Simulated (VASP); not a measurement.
# A VASP 6.6.1 single-point calculation on YN

INCAR

```
IBRION = -1
EDIFF = 1E-7
PREC = Accurate
SIGMA = 0.02
ENCUT = 300
LREAL = .FALSE.
ISMEAR = -1
METAGGA = R2SCAN
ALGO = Normal
NBANDS = 15
LASPH = .TRUE.
LWAVE = .FALSE.
LCHARG = .FALSE.
NELM = 60
NSW = 0
ISIF = 2
```

KPOINTS

```
KPOINTS created by Atomic Simulation Environment
0
Gamma
2 2 2
0 0 0
```

POSCAR

```
Y  N
 1.0000000000000000
     0.0000000000000000    2.4235676611999999    2.4235676611999999
     2.4235676611999999    0.0000000000000000    2.4235676611999999
     2.4235676611999999    2.4235676611999999    0.0000000000000000
 Y   N
   1   1
Cartesian
  0.0000000000000000  0.0000000000000000  0.0000000000000000
  2.4235676611999999  2.4235676611999999  2.4235676611999999
```

The recommended PBE PAW datasets give the neutral cell 16 valence electrons.

Command

```
mpirun -np 1 vasp_std
```

OSZICAR

```
N       E                     dE             d eps       ncg     rms          rms(c)
DAV:   1     0.141377118690E+02    0.14138E+02   -0.60768E+03    98   0.729E+02
DAV:   2    -0.394161617389E+02   -0.53554E+02   -0.49433E+02   118   0.180E+02
DAV:   3    -0.409493722756E+02   -0.15332E+01   -0.15201E+01   111   0.268E+01
DAV:   4    -0.409884802264E+02   -0.39108E-01   -0.39105E-01    97   0.353E+00
DAV:   5    -0.409887671968E+02   -0.28697E-03   -0.28697E-03   111   0.267E-01    0.348E+01
DAV:   6    -0.321642887718E+02    0.88245E+01   -0.67238E+00   104   0.211E+01    0.344E+01
DAV:   7    -0.323060708293E+02   -0.14178E+00   -0.27731E-01   104   0.441E+00    0.238E+01
DAV:   8    -0.328578810717E+02   -0.55181E+00   -0.53208E-01   126   0.581E+00    0.717E+00
DAV:   9    -0.323914924326E+02    0.46639E+00   -0.42139E-01    90   0.498E+00    0.147E+00
DAV:  10    -0.323227205556E+02    0.68772E-01   -0.44651E-02   111   0.163E+00    0.548E-01
DAV:  11    -0.323214969367E+02    0.12236E-02   -0.23576E-03   118   0.332E-01    0.370E-01
DAV:  12    -0.323223470130E+02   -0.85008E-03   -0.43179E-04    90   0.189E-01    0.385E-01
DAV:  13    -0.323219677583E+02    0.37925E-03   -0.15119E-04   119   0.767E-02    0.183E-01
DAV:  14    -0.323217264444E+02    0.24131E-03   -0.94049E-05    97   0.668E-02    0.180E-02
DAV:  15    -0.323216815455E+02    0.44899E-04   -0.12090E-05   118   0.284E-02    0.354E-02
DAV:  16    -0.323216680131E+02    0.13532E-04   -0.49564E-07   112   0.501E-03    0.307E-02
DAV:  17    -0.323216623999E+02    0.56131E-05   -0.15218E-06   112   0.863E-03    0.322E-03
DAV:  18    -0.323216667945E+02   -0.43946E-05   -0.17622E-07   104   0.331E-03    0.599E-03
DAV:  19    -0.323216672959E+02   -0.50140E-06   -0.21336E-08    45   0.106E-03    0.131E-03
DAV:  20    -0.323216680862E+02   -0.79025E-06   -0.17816E-08    45   0.980E-04    0.203E-03
DAV:  21    -0.323216686217E+02   -0.53554E-06   -0.14870E-09    45   0.357E-04    0.159E-03
DAV:  22    -0.323216686047E+02    0.17072E-07   -0.42839E-09    45   0.483E-04
   1 F= -.32321669E+02 E0= -.32315122E+02  d E =-.130923E-01
```

From OUTCAR

```
k-points           NKPTS =      3   k-points in BZ     NKDIM =      3   number of bands    NBANDS=     15

   NELECT =      16.0000    total number of electrons

   dimension x,y,z NGX =    20 NGY =   20 NGZ =   20
   dimension x,y,z NGXF=    40 NGYF=   40 NGZF=   40

  energy-cutoff  :      300.00
  volume of cell :       28.47
      direct lattice vectors                 reciprocal lattice vectors
     0.000000000  2.423567661  2.423567661    -0.206307424  0.206307424  0.206307424
     2.423567661  0.000000000  2.423567661     0.206307424 -0.206307424  0.206307424
     2.423567661  2.423567661  0.000000000     0.206307424  0.206307424 -0.206307424

 k-points in reciprocal lattice and weights: KPOINTS created by Atomic Simulation Env
   0.00000000  0.00000000  0.00000000       0.125
   0.50000000  0.00000000  0.00000000       0.500
   0.50000000  0.50000000  0.00000000       0.375

 E-fermi :   4.6779

 k-point     1 :       0.0000    0.0000    0.0000
  band No.  band energies     occupation
      1     -38.0215      2.00000
      2     -16.9676      2.00000
      3     -16.9676      2.00000
      4     -16.9676      2.00000
      5      -9.2661      2.00000
      6       4.6444      1.68399
      7       4.6444      1.68392
      8       4.6445      1.68383
      9       7.7511      0.00000
     10       7.7511      0.00000
     11       7.7511      0.00000
     12       9.4162      0.00000
     13       9.8534      0.00000
     14       9.8534      0.00000
     15      15.9199      0.00000

 k-point     2 :       0.5000    0.0000    0.0000
  band No.  band energies     occupation
      1     -37.8855      2.00000
      2     -18.2029      2.00000
      3     -17.0524      2.00000
      4     -17.0524      2.00000
      5      -7.3914      2.00000
      6       0.2600      2.00000
      7       2.1137      2.00000
      8       2.1138      2.00000
      9      10.7540      0.00000
     10      11.1971      0.00000
     11      11.1971      0.00000
     12      11.7411      0.00000
     13      15.4882      0.00000
     14      15.4882      0.00000
     15      18.8774      0.00000

 k-point     3 :       0.5000    0.5000    0.0000
  band No.  band energies     occupation
      1     -37.8434      2.00000
      2     -17.8701      2.00000
      3     -17.3160      2.00000
      4     -17.3160      2.00000
      5      -8.8901      2.00000
      6       2.9873      2.00000
      7       4.2203      2.00000
      8       4.2203      2.00000
      9       4.7114      0.31608
     10      11.6422      0.00000
     11      12.2752      0.00000
     12      12.6960      0.00000
     13      12.6960      0.00000
     14      15.8829      0.00000
     15      16.7055      0.00000

  Total       -0.7289815     -0.7289815     -0.7289815     -0.0000000     -0.0000000      0.0000000
  in kB      -41.0233970    -41.0233970    -41.0233970     -0.0000000     -0.0000000      0.0000000
  external PRESSURE =     -41.0233970 kB  Pullay stress =       0.0000000 kB

 POSITION                                       TOTAL-FORCE (eV/Angst)
 -----------------------------------------------------------------------------------
      0.00000      0.00000      0.00000         0.000000     -0.000000      0.000000
      2.42357      2.42357      2.42357        -0.000000      0.000000     -0.000000
 -----------------------------------------------------------------------------------
    total drift:                                0.000000     -0.000000      0.000000

  FREE ENERGIE OF THE ION-ELECTRON SYSTEM (eV)
  ---------------------------------------------------
  free  energy   TOTEN  =       -32.3216686047 eV

  energy  without entropy=      -32.3085763329  energy(sigma->0) =      -32.31512247
```

It converged. Results: gap between bands v and c on the k mesh 0.07 eV; least direct gap on the k mesh 0.49 eV; pressure -4.1 GPa. Band v is the last that the valence electrons fill when counted band by band, and c is the next.

These settings aren't sound, so the numbers aren't properties of the crystal.

On sound settings r²SCAN gives a gap of 0.54 eV on its mesh and a pressure of 5.5 GPa for the intended cell.

The run took about 23 s on one core of a shared host (Intel Xeon Platinum 8488C) and held 0.13 GiB at most.
